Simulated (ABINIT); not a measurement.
# Si2Mo (I4/mmm) in ABINIT: a series of runs, part 3 of 3

ABINIT 10.8.3 (patched build).

**5. Single point, PBE**

Input file run.abi:

```
# Pseudopotentials
pp_dirpath "./"
pseudos "Mo.upf, Si.upf"

# Structure
acell 4.5352872291 4.5352872291 4.5352872291 Angstrom
rprim
    -0.3527891221     0.3527891221     0.8666485278
     0.3527891221    -0.3527891221     0.8666485278
     0.3527891221     0.3527891221    -0.8666485278
ntypat 2
znucl 42 14
natom 3
typat 1 2 2
xred
     0.0000000000     0.0000000000     0.0000000000
     0.6670000000     0.6670000000     0.0000000000
     0.3330000000     0.3330000000     0.0000000000

# Plane-wave basis
ecut 35.0

# k points
kptopt 1
ngkpt 9 9 9
nshiftk 1
shiftk 0.0 0.0 0.0

# Exchange and correlation
ixc 11

# Bands and occupations
nband 15
occopt 3
tsmear 0.05 eV

# SCF cycle
nstep 100
tolvrs 1.0e-10

# Output
iomode 3
prtwf 0
prteig 0
prtebands 0
enunit 1
prtden 1
prtvha 1
prtvclmb 1
prtpot 1
prtelf 1
```

Potentials or basis: PseudoDojo NC SR PBE v0.4.1 standard.

On the command line:

```sh
$ abinit run.abi > log 2>&1
```

run.abo:

```text
.Version 10.8.3 of ABINIT
 Symmetries : space group I4/m m m (#139); Bravais tI (body-center tetrag.)
================================================================================
 Values of the parameters that define the memory need of the present run
     intxc =       0    ionmov =       0      iscf =       7    lmnmax =       6
     lnmax =       6     mgfft =      48  mpssoang =       3    mqgrid =    3001
     natom =       3  nloc_mem =       1    nspden =       1   nspinor =       1
    nsppol =       1      nsym =      16    n1xccc =    2501    ntypat =       2
    occopt =       3   xclevel =       2
       mpw =        2711          nfft =      110592          nkpt =          75
================================================================================
================================================================================

--------------------------------------------------------------------------------
------------- Echo of variables that govern the present computation ------------
--------------------------------------------------------------------------------
 -outvars: echo values of preprocessed input variables --------
            acell      8.5704507653E+00  8.5704507653E+00  8.5704507653E+00 Bohr
              amu      9.59400000E+01  2.80855000E+01
             ecut      3.50000000E+01 Hartree
           enunit           1
                       outvar_i_n : Printing only first  50 k-points.
              ixc          11
                       outvar_i_n : Printing only first  50 k-points.
         kptrlatt        9    0    0      0    9    0      0    0    9
          kptrlen      5.44241124E+01
            natom           3
            nband          15
            ngfft          48      48      48
             nkpt          75
            nstep         100
             nsym          16
           ntypat           2
                       prtocc : prtvol=0, do not print more k-points.
           occopt           3
        prtebands           0
           prteig           0
           prtelf           1
           prtpot           1
         prtvclmb           1
           prtvha           1
            prtwf           0
            rprim     -3.5278912210E-01  3.5278912210E-01  8.6664852780E-01
                       3.5278912210E-01 -3.5278912210E-01  8.6664852780E-01
                       3.5278912210E-01  3.5278912210E-01 -8.6664852780E-01
          spgroup         139
           tolvrs      1.00000000E-10
           tsmear      1.83746611E-03 Hartree
            typat      1  2  2
                       outvars : Printing only first  50 k-points.
           xangst      0.0000000000E+00  0.0000000000E+00  0.0000000000E+00
                      -2.2290374952E-17  1.1306093313E-16  5.2432870003E+00
                      -1.1598451498E-16  1.6130175018E-16  2.6177130002E+00
            xcart      0.0000000000E+00  0.0000000000E+00  0.0000000000E+00
                      -4.2122703904E-17  2.1365419915E-16  9.9083764302E+00
                      -2.1917896817E-16  3.0481613146E-16  4.9467606465E+00
             xred      0.0000000000E+00  0.0000000000E+00  0.0000000000E+00
                       6.6700000000E-01  6.6700000000E-01  2.8365799430E-17
                       3.3300000000E-01  3.3300000000E-01  1.4161635997E-17
            znucl       42.00000   14.00000

================================================================================

 chkinp: Checking input parameters for consistency.

================================================================================
== DATASET  1 ==================================================================

--- !DatasetInfo
iteration_state: {dtset: 1, }
dimensions: {natom: 3, nkpt: 75, mband: 15, nsppol: 1, nspinor: 1, nspden: 1, mpw: 2711, }
[... 86 lines left out ...]
cartesian_stress_tensor: # hartree/bohr^3
- [ -8.42545687E-05,   0.00000000E+00,   0.00000000E+00, ]
- [  0.00000000E+00,  -8.42545687E-05,   0.00000000E+00, ]
- [  0.00000000E+00,   0.00000000E+00,  -3.41604290E-05, ]
pressure_GPa:   1.9876E+00
xred      :
- [  0.0000E+00,   0.0000E+00,   0.0000E+00, Mo]
- [  6.6700E-01,   6.6700E-01,   2.8366E-17, Si]
- [  3.3300E-01,   3.3300E-01,   1.4162E-17, Si]
cartesian_forces: # hartree/bohr
- [ -1.24985179E-18,  -9.60731213E-19,  -2.89120579E-19, ]
- [  1.35841595E-18,   1.64753653E-18,  -5.89169539E-03, ]
- [ -1.08564157E-19,  -6.86805316E-19,   5.89169539E-03, ]
force_length_stats: {min:   1.60272414E-18, max:   5.89169539E-03, mean:   3.92779693E-03, }
...

 Integrated electronic density in atomic spheres:
 ------------------------------------------------
 Atom  Sphere_radius  Integrated_density
    1        2.00000         10.60764700
    2        2.00000          1.77413813
    3        2.00000          1.77413813
================================================================================

 ----iterations are completed or convergence reached----

 Mean square residual over all n,k,spin=   23.110E-07; max=  95.612E-05
 reduced coordinates (array xred) for    3 atoms
       0.000000000000      0.000000000000      0.000000000000
       0.667000000000      0.667000000000      0.000000000000
       0.333000000000      0.333000000000      0.000000000000
 rms dE/dt=  3.5731E-02; max dE/dt=  4.3761E-02; dE/dt below (all hartree)
    1       0.000000000000      0.000000000000      0.000000000000
    2       0.043760971330      0.043760971330     -0.043760971330
    3      -0.043760971330     -0.043760971330      0.043760971330

 cartesian coordinates (angstrom) at end:
    1      0.00000000000000     0.00000000000000     0.00000000000000
    2     -0.00000000000000     0.00000000000000     5.24328700033304
    3     -0.00000000000000     0.00000000000000     2.61771300016627

 cartesian forces (hartree/bohr) at end:
    1     -0.00000000000000    -0.00000000000000    -0.00000000000000
    2      0.00000000000000     0.00000000000000    -0.00589169539186
    3     -0.00000000000000    -0.00000000000000     0.00589169539186
 frms,max,avg= 2.7773718E-03 5.8916954E-03   0.000E+00  0.000E+00  0.000E+00 h/b

 cartesian forces (eV/Angstrom) at end:
    1     -0.00000000000000    -0.00000000000000    -0.00000000000000
    2      0.00000000000000     0.00000000000000    -0.30296315819578
    3     -0.00000000000000    -0.00000000000000     0.30296315819578
 frms,max,avg= 1.4281820E-01 3.0296316E-01   0.000E+00  0.000E+00  0.000E+00 e/A
 length scales=  8.570450765326  8.570450765326  8.570450765326 bohr
              =  4.535287229100  4.535287229100  4.535287229100 angstroms
 Fermi (or HOMO) energy (eV) =  12.55928   Average Vxc (eV)= -12.37862
 Eigenvalues (   eV  ) for nkpt=  75  k points:
 kpt#   1, nband= 15, wtk=  0.00137, kpt=  0.0000  0.0000  0.0000 (reduced coord)
 -48.12781  -22.29132  -22.18664  -22.18664   -0.84195    6.28121    9.15197    9.60725
   9.96376    9.96376   13.04026   15.69650   15.74717   16.26764   16.67454
 prteigrs : prtvol=0 or 1, do not print more k-points.

--- !EnergyTerms
iteration_state     : {dtset: 1, }
comment             : Components of total free energy in Hartree
kinetic             :  2.57005562722735E+01
hartree             :  1.50105206668452E+01
xc                  : -1.35872627930950E+01
Ewald energy        : -6.27502804137117E+01
psp_core            :  2.80606963180914E+00
local_psp           : -5.56375483248651E+01
non_local_psp       :  9.66278326993249E+00
internal            : -7.87951616908115E+01
'-kT*entropy'       : -1.07020605251542E-04
total_energy        : -7.87952687114167E+01
total_energy_eV     : -2.14412849126222E+03
band_energy         : -4.43662574178277E+00
...

 Cartesian components of stress tensor (hartree/bohr^3)
  sigma(1 1)= -8.42545687E-05  sigma(3 2)=  0.00000000E+00
  sigma(2 2)= -8.42545687E-05  sigma(3 1)=  0.00000000E+00
  sigma(3 3)= -3.41604290E-05  sigma(2 1)=  0.00000000E+00

-Cartesian components of stress tensor (GPa)         [Pressure=  1.9876E+00 GPa]
- sigma(1 1)= -2.47885499E+00  sigma(3 2)=  0.00000000E+00
- sigma(2 2)= -2.47885499E+00  sigma(3 1)=  0.00000000E+00
- sigma(3 3)= -1.00503452E+00  sigma(2 1)=  0.00000000E+00

== END DATASET(S) ==============================================================
================================================================================

 -outvars: echo values of variables after computation  --------
            acell      8.5704507653E+00  8.5704507653E+00  8.5704507653E+00 Bohr
           etotal     -7.8795268711E+01
            fcart     -1.2498517922E-18 -9.6073121285E-19 -2.8912057933E-19
                       1.3584159491E-18  1.6475365284E-18 -5.8916953919E-03
                      -1.0856415688E-19 -6.8680531554E-19  5.8916953919E-03
            rprim     -3.5278912210E-01  3.5278912210E-01  8.6664852780E-01
                       3.5278912210E-01 -3.5278912210E-01  8.6664852780E-01
                       3.5278912210E-01  3.5278912210E-01 -8.6664852780E-01
           strten     -8.4254568733E-05 -8.4254568733E-05 -3.4160429035E-05
                       0.0000000000E+00  0.0000000000E+00  0.0000000000E+00
           xangst      0.0000000000E+00  0.0000000000E+00  0.0000000000E+00
                      -2.2290374952E-17  1.1306093313E-16  5.2432870003E+00
                      -1.1598451498E-16  1.6130175018E-16  2.6177130002E+00
             xred      0.0000000000E+00  0.0000000000E+00  0.0000000000E+00
                       6.6700000000E-01  6.6700000000E-01  2.8365799430E-17
                       3.3300000000E-01  3.3300000000E-01  1.4161635997E-17
 Calculation completed.
```

Run time: 2.5 min. Hardware: 1 thread of Arm Neoverse V1, shared host; peak memory 0.13 GiB.

Results:

| Quantity | Value |
| --- | --- |
| Free energy | -2144.1285 eV |
| Pressure | 2.0 GPa |
| Largest force | 0.303 eV/Å |
| Band gap on the k mesh | none (metal or under the smearing width) |
| Valence electrons inside the program's atomic spheres | Mo 10.61; Si 1.77 |

Forces on the atoms (eV/Å):
```
Mo   0.000  0.000  0.000
Si   0.000  0.000 -0.303
Si   0.000  0.000  0.303
```

Stress tensor (GPa, compression positive):
```
2.48 0.00 0.00
0.00 2.48 0.00
0.00 0.00 1.01
```

**6. Single point, LDA**

Input file run.abi:

```
pp_dirpath "./"
pseudos "Mo.upf, Si.upf"

acell 3*1.0
rprim
    -3.0235617994     3.0235617994     7.4275685328
     3.0235617994    -3.0235617994     7.4275685328
     3.0235617994     3.0235617994    -7.4275685328
ntypat 2
znucl 42 14
natom 3
typat 1 2 2
xcart
     0.0000000000     0.0000000000     0.0000000000
     0.0000000000     0.0000000000     9.9083764228
     0.0000000000     0.0000000000     4.9467606429

ecut 35.0

kptopt 1
ngkpt 9 9 9
nshiftk 1
shiftk 0.0 0.0 0.0

ixc 7

nband 15
occopt 3
tsmear 0.00183747

nstep 100
tolvrs 1.0e-10

iomode 3
prtwf 0
prtden 0
prteig 0
prtebands 0
enunit 2
```

Potentials or basis: PseudoDojo NC SR LDA v0.4.1 standard.

On the command line:

```sh
$ abinit run.abi > log 2>&1
```

Run time: 2.3 min. Hardware: 1 thread of Arm Neoverse V2, shared host; peak memory 0.12 GiB.

The run converged. Its results:

```
Free energy                                           : -2148.5893 eV
Pressure                                              : -6.6 GPa
Largest force                                         : 0.399 eV/Å
Band gap on the k mesh                                : none (metal or under the smearing width)
Valence electrons inside the program's atomic spheres : Mo 10.61; Si 1.79
```

Forces in eV/Å, atoms in the order of the input:
```
Mo   0.000  0.000  0.000
Si   0.000  0.000 -0.399
Si   0.000  0.000  0.399
```

Stress tensor (GPa, compression positive):
```
-5.86  0.00  0.00
 0.00 -5.86  0.00
 0.00  0.00 -8.15
```

Levels at points of the mesh, in eV from the Fermi level:
```
           k point  band 7  band 8  band 9  band 10  band 11  band 12  band 13  band 14  band 15
(0.00, 0.00, 0.00)   -3.41   -2.98   -2.59    -2.59     0.49     3.08     3.27     3.70     4.08
```

**7. Overview**

```tsv
task	level	potentials or basis	cell	cutoff (eV)	cell freedom (optcell)	optimiser (ionmov)	cutoff smearing ecutsm (Ha)	force stop (Ha/bohr)	gap on the mesh (eV)	pressure (GPa)	largest force (eV/Å)
relaxation of cell and atoms	PBE	PseudoDojo NC SR PBE v0.4.1 standard	relaxed	1088	2	2	0.5	2e-05	none	0.0	-
single point	PBE	PseudoDojo NC SR PBE v0.4.1 standard	cell relaxed	1088	-	-	-	-	none	0.0	-
single point	PBE	PseudoDojo NC SR PBE v0.4.1 standard	as given	952	-	-	-	-	none	2.0	0.30
single point	LDA	PseudoDojo NC SR LDA v0.4.1 standard	as given	952	-	-	-	-	none	-6.6	0.40
```

Alike in all rows: no spin polarisation; k mesh 9 × 9 × 9; smearing fermi-dirac 0.05 eV.

Total energies depend on the potentials used, so only differences within one code and one set of settings carry meaning.
